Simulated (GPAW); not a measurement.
Runs of GPAW 26.7.0 on BaTiO3. It takes space group P4mm (No. 99, tetragonal). Conventional cell: a = 4.000 Å, b = 4.000 Å, c = 4.018 Å, α = 90.00°, β = 90.00°, γ = 90.00°. Ba (site symmetry 4mm) is surrounded by 12 O at 2.79 to 2.88 Å. Ti (site symmetry 4mm) has 6 O at 1.89 to 2.13 Å as nearest neighbours. O (site symmetry 2mm) has 2 Ti at 2.00 Å as nearest neighbours. O (site symmetry 4mm) is surrounded by 2 Ti at 1.89 to 2.13 Å. 

```csv
task,level,potentials or basis,spin,U,cell,band path,band points,eigensolver,spin axis theta (degrees),spin axis phi (degrees),gap on the mesh (eV),pressure (GPa),largest force (eV/Å)
band structure,r2SCAN+U,"GPAW PAW data sets (gpaw-data 1.2.1), pw",off,Ti d U = 8 eV,as given,"GXMGZRAZ,XR,MA",60,-,-,-,(b),4.8,0.91
band structure,OLYP,"PAW data sets generated in the run's folder for this functional, pw","SOC, no magnetisation",-,as given,"GXMGZRAZ,XR,MA",60,davidson,54.7,45,(a),5.7,0.42
relaxation of cell and atoms,BLYP,"PAW data sets generated in the run's folder for this functional, pw",off,-,relaxed,-,-,davidson,-,-,1.81,0.1,0.01
band structure,PBE,"GPAW PAW data sets (gpaw-data 1.2.1), pw","SOC, no magnetisation",-,as given,"GXMGZRAZ,XR,MA",100,-,90,0,1.80,3.8,0.28
```

Alike in all rows: k mesh 4 × 4 × 4; cutoff (eV) 800; smearing fermi-dirac 0.05 eV; the mesh is coarse, so values aren't converged.

Task: Estimate the missing entries.

Result: (a) 1.84; (b) 3.56.

Caveats: spin-orbit coupling is left out, which moves the levels of the heavy elements (some runs); spin-orbit coupling was added after a scalar SCF, so levels and gaps hold it while energy, forces, pressure and moments don't (some runs); this program's spin-orbit splittings come out too wide for heavy elements (some runs); the PAW data sets were made with another functional, which shifts forces and pressure a little (some runs); later steps reuse the first step's grids (some runs).

A k mesh can miss the band edges, and rows without SOC leave out spin-orbit coupling on Ba.
